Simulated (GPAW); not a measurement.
**Quasiparticle gap of NaCl (Fm-3m) in GPAW**

Aim: the G0W0 gap of NaCl (Fm-3m) on PBE, step by step.

Main program and level: GPAW 26.7.0; PBE and many-body steps on it, plane waves.

The database entry behind the starting cell differs from later determinations by our own check (an axis about 0.4 % short against later determinations), so it need not match the best structure at ambient conditions.

### 1. Starting point

Symmetry: Fm-3m, No. 225, cubic system. Conventional cell: a = 5.620 Å, b = 5.620 Å, c = 5.620 Å, α = 90.00°, β = 90.00°, γ = 90.00°. Na has 6 Cl at 2.81 Å nearest. Cl has 6 Na at 2.81 Å nearest. Farther neighbours and most contacts between anions are not listed.

The cell and positions come from the Crystallography Open Database and are kept as given unless a step says otherwise.

### 2. Ground state

This step: GPAW 26.7.0; DFT, PBE, plane waves, PAW.

The ground-state density comes first.

run.py reads:

```python
import json
import numpy as np
from gpaw.mpi import world
from ase import Atoms
from gpaw import GPAW, PW, FermiDirac

atoms = Atoms(['Na', 'Cl'],
    cell=[[0.0000000000, 2.8100000000, 2.8100000000],
      [2.8100000000, 0.0000000000, 2.8100000000],
      [2.8100000000, 2.8100000000, 0.0000000000]],
    scaled_positions=[[0.0000000000, 0.0000000000, 0.0000000000],
      [0.5000000000, 0.5000000000, 0.5000000000]],
    pbc=(True, True, True))
calc = GPAW(mode=PW(450),
    xc='PBE',
    kpts={'size': (8, 8, 8), 'gamma': True},
    occupations=FermiDirac(0.001),
    nbands=-7,
    convergence={'density': 1e-6, 'bands': -3},
    maxiter=100,
    txt='gs.txt')
atoms.calc = calc
res = {'energy': atoms.get_potential_energy()}
kpts = calc.get_ibz_k_points()
res['kpts'] = kpts
res['eigenvalues'] = [calc.get_eigenvalues(kpt=k) for k in range(len(kpts))]
res['n_electrons'] = calc.get_number_of_electrons()
calc.write('gs.gpw')

if world.rank == 0:
    with open('result.json', 'w') as f:
        json.dump(res, f, default=lambda x: x.tolist())
```

Command:

```sh
$ mpirun -n 4 gpaw python run.py
```

Numbers of over 12 decimals in the logs are rounded to 6 here.

Log:

```text
__  _  _
 | _ |_)|_||  |
 |__||  | ||/\| - 26.7.0

Input parameters:
  mode=PW(ecut=450.000000),
  convergence={'density': 1e-06, 'bands': -3},
  kpts=MonkhorstPack(size=(8, 8, 8), gamma=True),
  maxiter=100,
  nbands=-7,
  occupations=Occupations(name='fermi-dirac', width=0.001, fixmagmom=False),
  xc=XC(name='PBE')
  [... matrices ...]
Diagonalizing LCAO Hamiltonian
Converting LCAO to pw mode

                Cl

       Na

Atoms  # Å, Bohr magnetons
|   | symbol |        x |        y |        z |    initial magnetic moments |
| 0 |     Na | 0.000000 | 0.000000 | 0.000000 | ( 0.0000,  0.0000,  0.0000) |
| 1 |     Cl | 2.810000 | 2.810000 | 2.810000 | ( 0.0000,  0.0000,  0.0000) |

Unit cell  # Å
| periodic |        x |        y |        z |  lengths |    angles |
|      yes | 0.000000 | 2.810000 | 2.810000 | 3.973940 | 60.000000 |
|      yes | 2.810000 | 0.000000 | 2.810000 | 3.973940 | 60.000000 |
|      yes | 2.810000 | 2.810000 | 0.000000 | 3.973940 | 60.000000 |

Number of symmetries: 48
Symmetry operations  # r_c * U_cc + t_c -> r_c
|    | kind |            matrix            |
|  0 |  σ   |  1, 0, 0,  1, 0,-1,  1,-1, 0 |
|  1 |  C2  |  1, 0, 0,  1,-1, 0,  1, 0,-1 |
|  2 |  E   |  1, 0, 0,  0, 1, 0,  0, 0, 1 |
|  3 |  σ   |  1, 0, 0,  0, 0, 1,  0, 1, 0 |
|  4 |  C4  |  1, 0,-1,  1, 0, 0,  1,-1, 0 |
|  5 |  S6  |  1, 0,-1,  1,-1, 0,  1, 0, 0 |
|  6 |  σ   |  1, 0,-1,  0, 1,-1,  0, 0,-1 |
|  7 |  C3  |  1, 0,-1,  0, 0,-1,  0, 1,-1 |
|  8 |  S6  |  1,-1, 0,  1, 0, 0,  1, 0,-1 |
|  9 |  C4  |  1,-1, 0,  1, 0,-1,  1, 0, 0 |
| 10 |  C3  |  1,-1, 0,  0,-1, 1,  0,-1, 0 |
| 11 |  σ   |  1,-1, 0,  0,-1, 0,  0,-1, 1 |
| 12 |  σ   |  0, 1, 0,  1, 0, 0,  0, 0, 1 |
| 13 |  C4  |  0, 1, 0,  0, 1,-1, -1, 1, 0 |
| 14 |  C3  |  0, 1, 0,  0, 0, 1,  1, 0, 0 |
| 15 |  S6  |  0, 1, 0, -1, 1, 0,  0, 1,-1 |
| 16 |  C2  |  0, 1,-1,  1, 0,-1,  0, 0,-1 |
| 17 |  σ   |  0, 1,-1,  0, 1, 0, -1, 1, 0 |
| 18 |  S4  |  0, 1,-1,  0, 0,-1,  1, 0,-1 |
| 19 |  C4  |  0, 1,-1, -1, 1, 0,  0, 1, 0 |
| 20 |  C3  |  0, 0, 1,  1, 0, 0,  0, 1, 0 |
| 21 |  σ   |  0, 0, 1,  0, 1, 0,  1, 0, 0 |
| 22 |  S6  |  0, 0, 1,  0,-1, 1, -1, 0, 1 |
| 23 |  C4  |  0, 0, 1, -1, 0, 1,  0,-1, 1 |
| 24 |  S4  |  0, 0,-1,  1, 0,-1,  0, 1,-1 |
| 25 |  C3  |  0, 0,-1,  0, 1,-1,  1, 0,-1 |
| 26 |  C2  |  0, 0,-1,  0,-1, 0, -1, 0, 0 |
| 27 |  S6  |  0, 0,-1, -1, 0, 0,  0,-1, 0 |
| 28 |  S4  |  0,-1, 1,  1,-1, 0,  0,-1, 0 |
| 29 |  C4  |  0,-1, 1,  0, 0, 1, -1, 0, 1 |
| 30 |  C2  |  0,-1, 1,  0,-1, 0,  1,-1, 0 |
| 31 |  σ   |  0,-1, 1, -1, 0, 1,  0, 0, 1 |
| 32 |  C3  |  0,-1, 0,  1,-1, 0,  0,-1, 1 |
| 33 |  S6  |  0,-1, 0,  0, 0,-1, -1, 0, 0 |
| 34 |  S4  |  0,-1, 0,  0,-1, 1,  1,-1, 0 |
| 35 |  C2  |  0,-1, 0, -1, 0, 0,  0, 0,-1 |
| 36 |  C2  | -1, 1, 0,  0, 1, 0,  0, 1,-1 |
| 37 |  S6  | -1, 1, 0,  0, 1,-1,  0, 1, 0 |
| 38 |  S4  | -1, 1, 0, -1, 0, 1, -1, 0, 0 |
| 39 |  C3  | -1, 1, 0, -1, 0, 0, -1, 0, 1 |
| 40 |  S6  | -1, 0, 1,  0, 0, 1,  0,-1, 1 |
| 41 |  C2  | -1, 0, 1,  0,-1, 1,  0, 0, 1 |
| 42 |  C3  | -1, 0, 1, -1, 1, 0, -1, 0, 0 |
| 43 |  S4  | -1, 0, 1, -1, 0, 0, -1, 1, 0 |
| 44 |  C2  | -1, 0, 0,  0, 0,-1,  0,-1, 0 |
| 45 |  i   | -1, 0, 0,  0,-1, 0,  0, 0,-1 |
| 46 |  σ   | -1, 0, 0, -1, 1, 0, -1, 0, 1 |
| 47 |  C2  | -1, 0, 0, -1, 0, 1, -1, 1, 0 |

BZ-sampling:
  Number of BZ points: 512
  Number of IBZ points: 29

  Monkhorst-Pack size: [8, 8, 8]
  Monkhorst-Pack shift: [0.0625, 0.0625, 0.0625]

K-points  # in reciprocal-cell coordinates
|     |                                coordinates |     weight |
|   0 | (  0.00000000,   0.00000000,   0.00000000) | 0.00195312 |
|   1 | (  0.12500000,   0.12500000,   0.00000000) | 0.01171875 |
|   2 | (  0.12500000,   0.12500000,   0.12500000) | 0.01562500 |
|   3 | (  0.25000000,   0.12500000,   0.12500000) | 0.02343750 |
|   4 | (  0.25000000,   0.25000000,   0.00000000) | 0.01171875 |
|   5 | (  0.25000000,   0.25000000,   0.12500000) | 0.04687500 |
|   6 | (  0.25000000,   0.25000000,   0.25000000) | 0.01562500 |
|   7 | (  0.37500000,   0.25000000,  -0.37500000) | 0.04687500 |
|   8 | (  0.37500000,   0.25000000,   0.12500000) | 0.04687500 |
|   9 | (  0.37500000,   0.25000000,   0.25000000) | 0.04687500 |
| ... |                                            |            |
|  28 | (  0.50000000,   0.50000000,   0.50000000) | 0.00781250 |

Plane wave coefficients: 982
Cutoff: 450.000000 eV

Spin-components: 1 (collinear spins)
Bands:           14
Projectors:      10
Spin-degeneracy: 2
Datatype:        complex128

  Storage: CPU
  Wave functions: 6_112_736 bytes (1_528_184 per core)
  Projectors: 9_169_104 bytes (2_292_276 per core)
  [... matrices ...]
Parallelization:
  kpt:    4
  domain: 1
  band:   1

Density:
  Valence electrons: 14.0
  Components: 1
  Grid points: [20 20 20]
  Charge: 0.0  # |e|

Potential:
  Grid points: [20 20 20]

species:
  Na:
    name:    Sodium
    Z:       11.0
    valence: 7
    core:    4
    charge:  0.0  # [|e|]
    compensation charges:
      type: gauss
      rc: 0.37  # [Å]
      lmax: 2
    cutoffs:
      filter: 2.17  # [Å]
      core: 2.59  # [Å]
    projectors
    | kind |    occ | energy [eV] | rcut [Å] |
    |   3s |  1.000 |      -2.744 |    1.201 |
    |   2p |  6.000 |     -28.672 |    1.217 |
    |   3p |  0.000 |      -0.743 |    1.217 |
    |    s |        |      24.468 |    1.201 |
    |    d |        |       0.000 |    1.238 |

    Using partial waves for Na as LCAO basis

  Cl:
    name:    Chlorine
    Z:       17.0
    valence: 7
    core:    10
    charge:  0.0  # [|e|]
    compensation charges:
      type: gauss
      rc: 0.25  # [Å]
      lmax: 2
    cutoffs:
      filter: 1.40  # [Å]
      core: 1.49  # [Å]
    projectors
    | kind |    occ | energy [eV] | rcut [Å] |
    |   3s |  2.000 |     -20.689 |    0.794 |
    |   3p |  5.000 |      -8.594 |    0.794 |
    |    s |        |       6.523 |    0.794 |
    |    p |        |      18.617 |    0.794 |
    |    d |        |       0.000 |    0.794 |

    Using partial waves for Cl as LCAO basis

Reference energy: -16973.559893  # eV

eigensolver:
  PPCG
  Converge bands: -3
  niter=2

density mixing:
  MSR1-Mixer
  Pratt-step length: 0.05
  Maximum mixing coefficient: 0.75
  Old densities: 10
  SVD Regularization: 0.005
  Good broyden scale: 1.0
  Trust region scale: 1.0
  Backstep threshold: 4.0
  History deletion threshold: 6.0
  Fourier metric: weight=20.0, sigma=0.015

occupation numbers:
  Fermi-Dirac:
    width: 0.0010  # eV

poisson solver:
  ecut: 3600.000000  # eV

xc functional:
  name: PBE with 2 nearest neighbor stencil

Initialization done in: 2.109 s

convergence criteria:
- Maximum integral of absolute [dens]ity change: 1e-06 electrons / valence electron
- Maximum [total energy] change in last 3 cyles: 0.0005 eV / valence electron
- Maximum integral of absolute [eigenst]ate change: 4e-08 eV^2 / valence electron
maximum number of iterations: 100

SCF iterations
|iter     |     time |      energy | eigst |  dens |
|iter:   1|  |   -6.807803 | +1.61 |       |
|iter:   2|  |   -6.791721 | +0.20 | -1.32 |
|iter:   3|  |   -6.740206 | -0.92 | -1.36 |
|iter:   4|  |   -6.746047 | -2.54 | -1.85 |
|iter:   5|  |   -6.747374 | -3.45 | -2.30 |
|iter:   6|  |   -6.747400c| -4.47 | -3.31 |
|iter:   7|  |   -6.747406c| -5.45 | -3.70 |
|iter:   8|  |   -6.747406c| -6.25 | -4.87 |
|iter:   9|  |   -6.747406c| -7.34 | -5.46 |
|iter:  10|  |   -6.747406c| -8.11c| -5.86 |
|iter:  11|  |   -6.747406c| -8.53c| -7.23c|

Converged in 11 steps
SCF loop duration: 1.950 s (0.177 s/step)
Energy contributions relative to reference atoms: (reference = -16973.559893)
  [... matrices ...]
Energy contributions:
  Kinetic:           8.730518
  Coulomb:          -8.555232
  Zero:             -0.036513
  External:          0.000000
  Xc:               -6.886179
  Entropy:          -0.000000
  Spinorbit:         0.000000
  ----------------------------
  Free energy:      -6.747406
  Extrapolated:     -6.747406

dipole moment: (-5.240388, -5.240388, -5.240388)  # |e|*Ang

Fermi level: 1.588
Eigenvalues  # (at kpt = [0.000, 0.000, 0.000])
| band index |      eig [eV] | occ [0-2] |
|          0 |       -21.252 |     2.000 |
|          1 |       -21.252 |     2.000 |
|          2 |       -21.252 |     2.000 |
|          3 |       -13.140 |     2.000 |
|          4 |        -0.462 |     2.000 |
|          5 |        -0.462 |     2.000 |
|          6 |        -0.462 |     2.000 |
|          7 |         4.697 |     0.000 |
|          8 |        10.591 |     0.000 |
|          9 |        10.591 |     0.000 |
|         10 |        10.591 |     0.000 |
|         11 |        12.667 |     0.000 |
|         12 |        12.667 |     0.000 |
|         13 |        14.496 |     0.000 |

Gap: 5.159 eV
Transition (v -> c):
  (s=0, k=0, n=6, [0.00, 0.00, 0.00]) -> (s=0, k=0, n=7, [0.00, 0.00, 0.00])
No difference between direct/indirect transitions
# Writing to gs.gpw (mode='')
  [... matrices ...]
```

It took 6.2 s on 4 MPI ranks of Intel Xeon Platinum 8375C at 2.90GHz (Ice Lake), shared host; peak memory 0.62 GiB; 23 s of CPU time.

Numbers from this step:

| Item | Value |
| --- | --- |
| total energy | -6.747 eV |
| gap | 5.159 eV |
| k of the valence top | 0, 0, 0 |
| k of the conduction bottom | 0, 0, 0 |
| least direct gap | 5.159 eV |

The gap is direct, at Γ.

### 3. Bands along the symmetry lines

The cheap functional maps the bands first; the places of the edges decide which points the dearer methods must see.

run.py reads:

```python
import json
import numpy as np
from gpaw.mpi import world
from gpaw import GPAW

path = [[0.000000, 0.000000, 0.000000],
    [0.062500, 0.000000, 0.062500],
    [0.125000, 0.000000, 0.125000],
    [0.187500, 0.000000, 0.187500],
    [0.250000, 0.000000, 0.250000],
    [0.312500, 0.000000, 0.312500],
    [0.375000, 0.000000, 0.375000],
    [0.437500, 0.000000, 0.437500],
    [0.500000, 0.000000, 0.500000],
    [0.515625, 0.031250, 0.515625],
    [0.531250, 0.062500, 0.531250],
    [0.546875, 0.093750, 0.546875],
    [0.562500, 0.125000, 0.562500],
    [0.578125, 0.156250, 0.578125],
    [0.593750, 0.187500, 0.593750],
    [0.609375, 0.218750, 0.609375],
    [0.625000, 0.250000, 0.625000],
    [0.375000, 0.375000, 0.750000],
    [0.328125, 0.328125, 0.656250],
    [0.281250, 0.281250, 0.562500],
    [0.234375, 0.234375, 0.468750],
    [0.187500, 0.187500, 0.375000],
    [0.140625, 0.140625, 0.281250],
    [0.093750, 0.093750, 0.187500],
    [0.046875, 0.046875, 0.093750],
    [0.000000, 0.000000, 0.000000],
    [0.062500, 0.062500, 0.062500],
    [0.125000, 0.125000, 0.125000],
    [0.187500, 0.187500, 0.187500],
    [0.250000, 0.250000, 0.250000],
    [0.312500, 0.312500, 0.312500],
    [0.375000, 0.375000, 0.375000],
    [0.437500, 0.437500, 0.437500],
    [0.500000, 0.500000, 0.500000],
    [0.500000, 0.468750, 0.531250],
    [0.500000, 0.437500, 0.562500],
    [0.500000, 0.406250, 0.593750],
    [0.500000, 0.375000, 0.625000],
    [0.500000, 0.343750, 0.656250],
    [0.500000, 0.312500, 0.687500],
    [0.500000, 0.281250, 0.718750],
    [0.500000, 0.250000, 0.750000],
    [0.500000, 0.218750, 0.718750],
    [0.500000, 0.187500, 0.687500],
    [0.500000, 0.156250, 0.656250],
    [0.500000, 0.125000, 0.625000],
    [0.500000, 0.093750, 0.593750],
    [0.500000, 0.062500, 0.562500],
    [0.500000, 0.031250, 0.531250],
    [0.500000, 0.000000, 0.500000]]
calc = GPAW('gs.gpw').fixed_density(kpts=path,
    symmetry='off',
    nbands=17,
    convergence={'bands': 13},
    txt='bands.txt')
res = {}
kpts = calc.get_ibz_k_points()
res['kpts'] = kpts
res['eigenvalues'] = [calc.get_eigenvalues(kpt=k) for k in range(len(kpts))]
res['n_electrons'] = calc.get_number_of_electrons()

if world.rank == 0:
    with open('result.json', 'w') as f:
        json.dump(res, f, default=lambda x: x.tolist())
```

Command:

```sh
$ mpirun -n 4 gpaw python run.py
```

Log:

```text
Diagonalizing LCAO Hamiltonian
Converting LCAO to pw mode
convergence criteria:
- Maximum integral of absolute [eigenst]ate change: 4e-08 eV^2 / valence electron
maximum number of iterations: 100

SCF iterations
|iter     |     time |      energy | eigst |  dens |
|iter:   1|  |             | +2.04 |       |
|iter:   2|  |             | +0.96 |       |
|iter:   3|  |             | -0.06 |       |
[...]
|iter:   7|  |             | -5.58 |       |
|iter:   8|  |             | -6.89 |       |
|iter:   9|  |             | -7.95c|       |
SCF steps: 9
  __  _  _
 | _ |_)|_||  |
 |__||  | ||/\| - 26.7.0

Input parameters:
  mode=PW(ecut=450.000000),
  convergence={'bands': 13},
  gpts=array([20, 20, 20]),
  kpts=KPoints(kpts=array([[0.      , 0.      , 0.      ],
         [0.0625  , 0.      , 0.0625  ],
         [0.125   , 0.      , 0.125   ],
         [0.1875  , 0.      , 0.1875  ],
[...]
[0.515625, 0.03125 , 0.515625],
[...]
[0.546875, 0.09375 , 0.546875],
[...]
[0.578125, 0.15625 , 0.578125],
[...]
[0.609375, 0.21875 , 0.609375],
[...]
[0.328125, 0.328125, 0.65625 ],
[...]
[0.234375, 0.234375, 0.46875 ],
[...]
[0.140625, 0.140625, 0.28125 ],
[...]
[0.046875, 0.046875, 0.09375 ],
[...]
[0.5     , 0.0625  , 0.5625  ],
         [0.5     , 0.03125 , 0.53125 ],
         [0.5     , 0.      , 0.5     ]])),
  maxiter=100,
  nbands=17,
  occupations=Occupations(name='fermi-dirac', width=0.001, fixmagmom=False),
  parallel={},
  symmetry=Symmetry(point_group=False, time_reversal=False),
  xc=XC(name='PBE')
  [... matrices ...]
timing:  # [seconds]
  Total: 0.049  # ━━━━━━━━━━━━━━━━━━━━━━━━━━━━━━━━━━━━━━━━━━━━━━━━━━━━━━━━━━━
```

The job ended after 6.3 s (4 MPI ranks; peak memory 0.65 GiB; 24 s of CPU time).

This step gave:

* gap: 5.159 eV
* k of the valence top: 0, 0, 0
* k of the conduction bottom: 0, 0, 0
* least direct gap: 5.159 eV

The gap is 5.159 eV, as in the run before at this level.

Electronic bands along the path, in eV, zero at the top of the highest filled band; v1 is the highest filled band, c1 the lowest empty one:

| point | v4 | v3 | v2 | v1 | c1 | c2 | c3 | c4 |
| --- | --- | --- | --- | --- | --- | --- | --- | --- |
| Γ | -12.68 | 0.00 | 0.00 | 0.00 | 5.16 | 11.05 | 11.05 | 11.05 |
| halfway | -12.47 | -1.08 | -0.32 | -0.32 | 7.14 | 9.09 | 10.84 | 12.41 |
| X | -12.28 | -1.68 | -0.60 | -0.60 | 7.55 | 8.05 | 11.41 | 14.92 |
| halfway | -12.28 | -1.61 | -0.77 | -0.58 | 7.79 | 8.32 | 11.16 | 13.73 |
| U | -12.27 | -1.42 | -1.13 | -0.50 | 8.24 | 9.04 | 10.60 | 12.76 |
| jump to K | -12.27 | -1.42 | -1.13 | -0.50 | 8.24 | 9.04 | 10.60 | 12.76 |
| halfway | -12.45 | -1.24 | -0.47 | -0.16 | 7.32 | 9.68 | 10.76 | 11.85 |
| Γ | -12.68 | 0.00 | 0.00 | 0.00 | 5.16 | 11.05 | 11.05 | 11.05 |
| halfway | -12.51 | -1.11 | -0.14 | -0.14 | 6.63 | 10.01 | 11.34 | 11.34 |
| L | -12.33 | -1.95 | -0.27 | -0.27 | 7.29 | 10.72 | 10.92 | 10.92 |
| halfway | -12.30 | -1.68 | -0.77 | -0.42 | 8.35 | 9.56 | 10.29 | 11.70 |
| W | -12.26 | -1.20 | -1.20 | -0.77 | 8.85 | 9.71 | 9.71 | 11.38 |
| halfway | -12.27 | -1.55 | -0.80 | -0.69 | 8.07 | 8.54 | 10.90 | 12.76 |
| X | -12.28 | -1.68 | -0.60 | -0.60 | 7.55 | 8.05 | 11.41 | 14.92 |

The electronic bands as a text plot (rows in eV, shown from -8.0 to 11.2 only):

```
   10.8 |++   +++++    ++++     +    ++++++    +++++++       ++
   10.0 |  +++             ++++++++++      +++++    +++++++++
    9.2 |     ++         +++                          +++++++
    8.4 |       ++++++++++++++++                      +     +++++
    7.6 |       +++++++++       +              +++++++        +++
    6.8 |    +++                 ++         +++
    6.0 |  ++                      ++    +++
    5.2 |++                          ++++
    4.4 |
    3.6 |
    2.8 |
    2.0 |
    1.2 |
    0.4 |*                           ****
   -0.4 | ****************************  *************************
   -1.2 |     *****     ***********         ***        ********
   -2.0 |          *****                       ********        **
   -2.8 |
   -3.6 |
   -4.4 |
   -5.2 |
   -6.0 |
   -6.8 |
   -7.6 |
         Γ           X  U|K            Γ         L        W     X
```

### 4. Empty states on the mesh, 6×6×6 mesh, 669 bands

The sums over transitions need many empty states on a uniform mesh; this step solves for them.

run.py reads:

```python
import json
import numpy as np
from gpaw.mpi import world
from gpaw import GPAW

calc = GPAW('gs.gpw').fixed_density(kpts={'size': (6, 6, 6), 'gamma': True},
    parallel={'domain': 1, 'band': 1},
    txt='nscf.txt')
calc.diagonalize_full_hamiltonian(nbands=669)
calc.write('full.gpw', mode='all')
res = {}
kpts = calc.get_ibz_k_points()
res['kpts'] = kpts
res['eigenvalues'] = [calc.get_eigenvalues(kpt=k) for k in range(len(kpts))]
res['n_electrons'] = calc.get_number_of_electrons()

if world.rank == 0:
    with open('result.json', 'w') as f:
        json.dump(res, f, default=lambda x: x.tolist())
```

Command:

```sh
$ mpirun -n 4 gpaw python run.py
```

Log:

```text
Diagonalizing LCAO Hamiltonian
Converting LCAO to pw mode
convergence criteria:
- Maximum integral of absolute [eigenst]ate change: 4e-08 eV^2 / valence electron
maximum number of iterations: 100

SCF iterations
|iter     |     time |      energy | eigst |  dens |
|iter:   1|  |             | +1.51 |       |
|iter:   2|  |             | +0.31 |       |
|iter:   3|  |             | -1.02 |       |
[...]
|iter:   7|  |             | -5.38 |       |
|iter:   8|  |             | -6.45 |       |
|iter:   9|  |             | -7.56c|       |
SCF steps: 9
  __  _  _
 | _ |_)|_||  |
 |__||  | ||/\| - 26.7.0

Input parameters:
  mode=PW(ecut=450.000000),
  convergence={'density': 1e-06, 'bands': -3},
  gpts=array([20, 20, 20]),
  kpts=MonkhorstPack(size=(6, 6, 6), gamma=True),
  maxiter=100,
  nbands=14,
  occupations=Occupations(name='fermi-dirac', width=0.001, fixmagmom=False),
  parallel={'domain': 1, 'band': 1},
  xc=XC(name='PBE')
Matrix size: 962x962
# Writing to full.gpw (mode='all')
  [... matrices ...]

timing:  # [seconds]
  Total: 6.231  # ━━━━━━━━━━━━━━━━━━━━━━━━━━━━━━━━━━━━━━━━━━━━━━━━━━━━━━━━━━━
```

Run time: 12 s. Hardware: 4 MPI ranks; peak memory 1.1 GiB; 45 s of CPU time.

Numbers from this step:

* gap: 5.159 eV
* k of the valence top: 0, 0, 0
* k of the conduction bottom: 0, 0, 0
* least direct gap: 5.159 eV
* k points computed: 16
* lowest point of the top converged band, above the valence top: 343.5252 eV

On this mesh the gap is 5.159 eV.

(Part 1 of 2 ends here.)

[Paths, hosts, dates, memory and timing lines, banners, echoed tables and standing remarks are left out of the program output.]

[Logs are printed without paths, hosts, clocks, repeated set-up lines and the standing remarks that a program may print on its own settings, such as how far it seeks lower states.]

[Runs of the session that timed out or met a known fault of the program may be left out.]

[Hosts, paths, dates, database ids (printed as entryN), source tags and the programs' standing remarks are cut or masked in the printed files.]
